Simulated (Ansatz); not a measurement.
# WS2: the cost of one run

Method: DFT PBE, scalar-relativistic, plane waves, PAW, in Ansatz 0.2.0.

**1. The structure to begin with**

The structure is trigonal, space group P3m1 (No. 156). The conventional cell has a = 3.183 Å, b = 3.183 Å, c = 28.532 Å, α = 90.00°, β = 90.00°, γ = 120.00°. W (site symmetry 3m) has 6 S at 2.41 Å in its first shell of neighbours. S (site symmetry 3m) has 3 W at 2.41 Å in its first shell of neighbours. Only part of the 9 independent sites is listed.

Structure file:

```cif
data_structure
_symmetry_space_group_name_H-M 'P3m1'
_symmetry_Int_Tables_number 156
_cell_length_a 3.1830
_cell_length_b 3.1830
_cell_length_c 28.5322
_cell_angle_alpha 90.000
_cell_angle_beta 90.000
_cell_angle_gamma 120.000
_cell_volume 250.34
loop_
_atom_site_label
_atom_site_type_symbol
_atom_site_symmetry_multiplicity
_atom_site_Wyckoff_symbol
_atom_site_fract_x
_atom_site_fract_y
_atom_site_fract_z
_atom_site_occupancy
W1 W 1 a 0.00000 0.00000 0.65929 1
W2 W 1 c 0.66667 0.33333 0.88553 1
W3 W 1 c 0.66667 0.33333 0.43436 1
S1 S 1 a 0.00000 0.00000 0.94019 1
S2 S 1 a 0.00000 0.00000 0.48903 1
S3 S 1 c 0.66667 0.33333 0.71395 1
S4 S 1 a 0.00000 0.00000 0.83085 1
S5 S 1 a 0.00000 0.00000 0.37971 1
S6 S 1 c 0.66667 0.33333 0.60462 1
```

The runs take a perfect supercell of 36 atoms; the defect goes to fractional position (0.697, 0.667, 0.940).

**2. The perfect supercell**

Contents of input.yaml:

```yaml
crystal:
  lattice:
    - [-3.182954, -5.513038, 0.0]
    - [3.182954, -5.513038, 0.0]
    - [-1.591477, -2.756519, 28.532218]
  atoms:
    - { symbol: W, position: [0.837023, 0.666667, 0.659287] }
    - { symbol: W, position: [0.337023, 0.666667, 0.659287] }
    - { symbol: W, position: [0.837023, 0.166667, 0.659287] }
    - { symbol: W, position: [0.337023, 0.166667, 0.659287] }
    - { symbol: W, position: [0.890566, 0.333334, 0.885534] }
    - { symbol: W, position: [0.390566, 0.333334, 0.885534] }
    - { symbol: W, position: [0.890566, 0.833334, 0.885534] }
    - { symbol: W, position: [0.390566, 0.833334, 0.885534] }
    - { symbol: W, position: [0.616152, 0.333334, 0.434362] }
    - { symbol: W, position: [0.116152, 0.333334, 0.434362] }
    - { symbol: W, position: [0.616152, 0.833334, 0.434362] }
    - { symbol: W, position: [0.116152, 0.833334, 0.434362] }
    - { symbol: S, position: [0.696574, 0.666666, 0.940186] }
    - { symbol: S, position: [0.196574, 0.666666, 0.940186] }
    - { symbol: S, position: [0.696574, 0.166666, 0.940186] }
    - { symbol: S, position: [0.196574, 0.166666, 0.940186] }
    - { symbol: S, position: [0.922151, 0.666667, 0.489031] }
    - { symbol: S, position: [0.422151, 0.666667, 0.489031] }
    - { symbol: S, position: [0.922151, 0.166667, 0.489031] }
    - { symbol: S, position: [0.422151, 0.166667, 0.489031] }
    - { symbol: S, position: [0.976357, 0.333334, 0.713952] }
    - { symbol: S, position: [0.476357, 0.333334, 0.713952] }
    - { symbol: S, position: [0.976357, 0.833334, 0.713952] }
    - { symbol: S, position: [0.476357, 0.833334, 0.713952] }
    - { symbol: S, position: [0.751243, 0.666666, 0.830848] }
    - { symbol: S, position: [0.251243, 0.666666, 0.830848] }
    - { symbol: S, position: [0.751243, 0.166666, 0.830848] }
    - { symbol: S, position: [0.251243, 0.166666, 0.830848] }
    - { symbol: S, position: [0.976812, 0.666666, 0.37971] }
    - { symbol: S, position: [0.476812, 0.666666, 0.37971] }
    - { symbol: S, position: [0.976812, 0.166666, 0.37971] }
    - { symbol: S, position: [0.476812, 0.166666, 0.37971] }
    - { symbol: S, position: [0.531021, 0.333333, 0.604625] }
    - { symbol: S, position: [0.031021, 0.333333, 0.604625] }
    - { symbol: S, position: [0.531021, 0.833333, 0.604625] }
    - { symbol: S, position: [0.031021, 0.833333, 0.604625] }
basis:
  ecutwfc: 420
  fft_grid_basis: typed
kpoints:
  mp_grid: { grid: [2, 2, 2] }
hamiltonian:
  xc: pbe
  pseudopotentials: { kind: paw }
scf:
  occupations: { method: gaussian, width: 0.05 }
output:
  forces: true
  stress: false
  eigenvalues: true
  bader: false
  write_density: true
  volumetric_format: npy
```

Launch:

```
ansatz run input.yaml --threads 4 --pin off --max-ram 10240MiB --backend cpu --events-out ev --progress --plain --runs-dir out
```

Q: Estimate wall time and peak memory on 4 threads of Intel Xeon 6975P-C (Granite Rapids), shared host.

About 9.6 s, with a peak of 4 GiB.
